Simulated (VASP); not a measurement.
## From VASP inputs to Ansatz: Ge (strained diamond)

INCAR

```
LASPH = .TRUE.
EDIFF = 1E-7
ISIF = 2
LWAVE = .FALSE.
LCHARG = .TRUE.
ALGO = Normal
METAGGA = R2SCAN
LELF = .TRUE.
NBANDS = 21
ENCUT = 520
ISMEAR = -1
NELM = 120
IBRION = -1
SIGMA = 0.02
LREAL = .FALSE.
PREC = Accurate
NSW = 0
```

KPOINTS

```
KPOINTS created by Atomic Simulation Environment
0
Gamma
8 8 8
0 0 0
```

KPOINTS_OPT

```
special points
7
Reciprocal
0.0000000000 0.0000000000 0.0000000000 1
0.5000000000 0.0000000000 0.5000000000 1
0.6250000000 0.2500000000 0.6250000000 1
0.3750000000 0.3750000000 0.7500000000 1
0.5000000000 0.5000000000 0.5000000000 1
0.5000000000 0.2500000000 0.7500000000 1
-0.0056970000 -0.0056970000 0.0000000000 1
```

POSCAR

```
Ge
 1.0000000000000000
     0.0000000000000000    2.8368735120999999    2.8652422471999999
     2.8368735120999999    0.0000000000000000    2.8652422471999999
     2.8368735120999999    2.8368735120999999    0.0000000000000000
 Ge
   2
Cartesian
  0.0000000000000000  0.0000000000000000  0.0000000000000000
  1.4184367560500000  1.4184367560500000  1.4326211235999999
```

VASP ran with the recommended PBE PAW datasets (28 valence electrons in the cell).

Question: Write an Ansatz input for this cell and level of theory.

Answer: 

```yaml
crystal:
  lattice:
    - [0.0, 2.8368735121, 2.8652422472]
    - [2.8368735121, 0.0, 2.8652422472]
    - [2.8368735121, 2.8368735121, 0.0]
  atoms:
    - { symbol: Ge, position: [0.0, 0.0, 0.0] }
    - { symbol: Ge, position: [0.25, 0.25, 0.25] }
kpoints:
  mp_grid: { grid: [8, 8, 8] }
  band_path:
    path:
      - [0.0, 0.0, 0.0]
      - [0.5, 0.0, 0.5]
      - [0.625, 0.25, 0.625]
      - [0.375, 0.375, 0.75]
      - [0.5, 0.5, 0.5]
      - [0.5, 0.25, 0.75]
      - [-0.005697, -0.005697, 0.0]
    npoints: 1
hamiltonian:
  xc: r2scan
scf:
  occupations: { method: fermi_dirac, width: 0.02 }
  n_extra_bands: 4
output:
  forces: true
  stress: true
  eigenvalues: true
```

Other inputs would serve too.

```json
{"": "gap between bands v and c", "VASP": "0.20 eV", "Ansatz": "0.24 eV"}
{"": "least direct gap", "VASP": "0.20 eV", "Ansatz": "0.24 eV"}
{"": "pressure", "VASP": "-0.7 GPa", "Ansatz": "-0.7 GPa"}
```

Datasets and cutoffs are each program's own. VASP's cell holds 28 valence electrons and Ansatz's 28. Ansatz's stress includes a Pulay correction; VASP's doesn't.
